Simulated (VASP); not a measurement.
Set up this calculation in VASP 6.6.1, as the native input.

```yaml
Task: band structure
Functional: TB-mBJ
Potentials_or_basis: VASP PAW PBE potentials, release 64 (Te, Sr_sv)
Cutoff: 520 eV
k_mesh: 6 × 6 × 6
Occupations: gaussian, width 0.03 eV
Spin: spin-orbit coupling, no magnetisation
Further_INCAR_settings: ALGO = Normal; EDIFF = 1e-07; NBANDS = 30
```

SrTe:

```
Te Sr
1.0
     0.00000    3.30760    3.30760
     3.30760    0.00000    3.30760
     3.30760    3.30760    0.00000
Te Sr
1 1
Cartesian
  3.3076 3.3076 3.3076
  0.0000 0.0000 0.0000
```

The cell was built by a generator and needn't be a form met in nature.

These files were run (other wordings do the same):

POSCAR

```
SrTe                                    
1.0
    0.0000000000      3.3076002723      3.3076002723
    3.3076002723      0.0000000000      3.3076002723
    3.3076002723      3.3076002723      0.0000000000
  Te              Sr            
     1     1
Direct
     0.5000000000000000    0.5000000000000000    0.5000000000000000
     0.0000000000000000    0.0000000000000000    0.0000000000000000
```

INCAR.step1

```
SYSTEM = SrTe
ALGO = Normal
EDIFF = 1E-5
ENCUT = 520
GGA = PE
GGA_COMPAT = .False.
ISIF = 2
ISMEAR = 0
LASPH = .True.
LCHARG = .False.
LORBIT = 11
LREAL = .False.
LSORBIT = .True.
LWAVE = .True.
MAGMOM = 0 0 0 0 0 0
NBANDS = 30
NELM = 80
PREC = Accurate
SIGMA = 0.03
```

INCAR.step2

```
SYSTEM = SrTe
ALGO = Normal
EDIFF = 1E-7
ENCUT = 520
GGA_COMPAT = .False.
ISIF = 2
ISMEAR = 0
ISTART = 1
LASPH = .True.
LCHARG = .False.
LORBIT = 11
LREAL = .False.
LSORBIT = .True.
LWAVE = .False.
MAGMOM = 0 0 0 0 0 0
METAGGA = MBJ
NBANDS = 30
NELM = 80
PREC = Accurate
SIGMA = 0.03
```

KPOINTS

```
k-points
0
Gamma
  6 6 6
  0 0 0
```

KPOINTS_OPT

```
explicit points
109
Reciprocal
 0.0000000000  0.0000000000  0.0000000000 1
 0.0555555556  0.0000000000  0.0555555556 1
 0.1111111111  0.0000000000  0.1111111111 1
 0.1666666667  0.0000000000  0.1666666667 1
 0.2222222222  0.0000000000  0.2222222222 1
 0.2777777778  0.0000000000  0.2777777778 1
 0.3333333333  0.0000000000  0.3333333333 1
 0.3888888889  0.0000000000  0.3888888889 1
 0.4444444444  0.0000000000  0.4444444444 1
 0.5000000000  0.0000000000  0.5000000000 1
 0.5000000000  0.0000000000  0.5000000000 1
 0.5000000000  0.0277777778  0.5277777778 1
 0.5000000000  0.0555555556  0.5555555556 1
 0.5000000000  0.0833333333  0.5833333333 1
 0.5000000000  0.1111111111  0.6111111111 1
 0.5000000000  0.1388888889  0.6388888889 1
 0.5000000000  0.1666666667  0.6666666667 1
 0.5000000000  0.1944444444  0.6944444444 1
 0.5000000000  0.2222222222  0.7222222222 1
 0.5000000000  0.2500000000  0.7500000000 1
 0.5000000000  0.2500000000  0.7500000000 1
 0.4861111111  0.2638888889  0.7500000000 1
 0.4722222222  0.2777777778  0.7500000000 1
 0.4583333333  0.2916666667  0.7500000000 1
 0.4444444444  0.3055555556  0.7500000000 1
 0.4305555556  0.3194444444  0.7500000000 1
 0.4166666667  0.3333333333  0.7500000000 1
 0.4027777778  0.3472222222  0.7500000000 1
 0.3888888889  0.3611111111  0.7500000000 1
 0.3750000000  0.3750000000  0.7500000000 1
 0.3750000000  0.3750000000  0.7500000000 1
 0.3333333333  0.3333333333  0.6666666667 1
 0.2916666667  0.2916666667  0.5833333333 1
 0.2500000000  0.2500000000  0.5000000000 1
 0.2083333333  0.2083333333  0.4166666667 1
 0.1666666667  0.1666666667  0.3333333333 1
 0.1250000000  0.1250000000  0.2500000000 1
 0.0833333333  0.0833333333  0.1666666667 1
 0.0416666667  0.0416666667  0.0833333333 1
 0.0000000000  0.0000000000  0.0000000000 1
 0.0000000000  0.0000000000  0.0000000000 1
 0.0555555556  0.0555555556  0.0555555556 1
 0.1111111111  0.1111111111  0.1111111111 1
 0.1666666667  0.1666666667  0.1666666667 1
 0.2222222222  0.2222222222  0.2222222222 1
 0.2777777778  0.2777777778  0.2777777778 1
 0.3333333333  0.3333333333  0.3333333333 1
 0.3888888889  0.3888888889  0.3888888889 1
 0.4444444444  0.4444444444  0.4444444444 1
 0.5000000000  0.5000000000  0.5000000000 1
 0.5000000000  0.5000000000  0.5000000000 1
 0.5138888889  0.4722222222  0.5138888889 1
 0.5277777778  0.4444444444  0.5277777778 1
 0.5416666667  0.4166666667  0.5416666667 1
 0.5555555556  0.3888888889  0.5555555556 1
 0.5694444444  0.3611111111  0.5694444444 1
 0.5833333333  0.3333333333  0.5833333333 1
 0.5972222222  0.3055555556  0.5972222222 1
 0.6111111111  0.2777777778  0.6111111111 1
 0.6250000000  0.2500000000  0.6250000000 1
 0.6250000000  0.2500000000  0.6250000000 1
 0.6111111111  0.2500000000  0.6388888889 1
 0.5972222222  0.2500000000  0.6527777778 1
 0.5833333333  0.2500000000  0.6666666667 1
 0.5694444444  0.2500000000  0.6805555556 1
 0.5555555556  0.2500000000  0.6944444444 1
 0.5416666667  0.2500000000  0.7083333333 1
 0.5277777778  0.2500000000  0.7222222222 1
 0.5138888889  0.2500000000  0.7361111111 1
 0.5000000000  0.2500000000  0.7500000000 1
 0.5000000000  0.2500000000  0.7500000000 1
 0.5000000000  0.2777777778  0.7222222222 1
 0.5000000000  0.3055555556  0.6944444444 1
 0.5000000000  0.3333333333  0.6666666667 1
 0.5000000000  0.3611111111  0.6388888889 1
 0.5000000000  0.3888888889  0.6111111111 1
 0.5000000000  0.4166666667  0.5833333333 1
 0.5000000000  0.4444444444  0.5555555556 1
 0.5000000000  0.4722222222  0.5277777778 1
 0.5000000000  0.5000000000  0.5000000000 1
 0.5000000000  0.5000000000  0.5000000000 1
 0.4861111111  0.4861111111  0.5277777778 1
 0.4722222222  0.4722222222  0.5555555556 1
 0.4583333333  0.4583333333  0.5833333333 1
 0.4444444444  0.4444444444  0.6111111111 1
 0.4305555556  0.4305555556  0.6388888889 1
 0.4166666667  0.4166666667  0.6666666667 1
 0.4027777778  0.4027777778  0.6944444444 1
 0.3888888889  0.3888888889  0.7222222222 1
 0.3750000000  0.3750000000  0.7500000000 1
 0.6250000000  0.2500000000  0.6250000000 1
 0.6111111111  0.2222222222  0.6111111111 1
 0.5972222222  0.1944444444  0.5972222222 1
 0.5833333333  0.1666666667  0.5833333333 1
 0.5694444444  0.1388888889  0.5694444444 1
 0.5555555556  0.1111111111  0.5555555556 1
 0.5416666667  0.0833333333  0.5416666667 1
 0.5277777778  0.0555555556  0.5277777778 1
 0.5138888889  0.0277777778  0.5138888889 1
 0.5000000000  0.0000000000  0.5000000000 1
 0.0000000000  0.0000000000  0.0000000000 1
 0.3750000000  0.3750000000  0.7500000000 1
 0.5000000000  0.5000000000  0.5000000000 1
 0.6250000000  0.2500000000  0.6250000000 1
 0.5000000000  0.2500000000  0.7500000000 1
 0.5000000000  0.0000000000  0.5000000000 1
 0.4000000000  0.0000000000  0.4000000000 1
 0.4250000000  0.0000000000  0.4250000000 1
 0.4500000000  0.0000000000  0.4500000000 1
```

Potentials or basis: VASP PAW PBE potentials, release 64 (Te, Sr_sv).

Run with:

```console
$ cat potpaw_PBE.64/Te/POTCAR potpaw_PBE.64/Sr_sv/POTCAR > POTCAR
$ cp INCAR.step1 INCAR
$ mpirun -np 1 vasp_ncl > vasp.out
$ cp INCAR.step2 INCAR
$ mpirun -np 1 vasp_ncl > vasp.out
```

It gave:

```
Valence electrons inside the program's atomic spheres : Te 3.57; Sr 8.51
```

It took 16 min on 1 thread of Intel(R) Xeon(R) Platinum 8259CL CPU @ 2.50GHz (Skylake/Cascade Lake), on a shared host, peak memory 0.46 GiB.
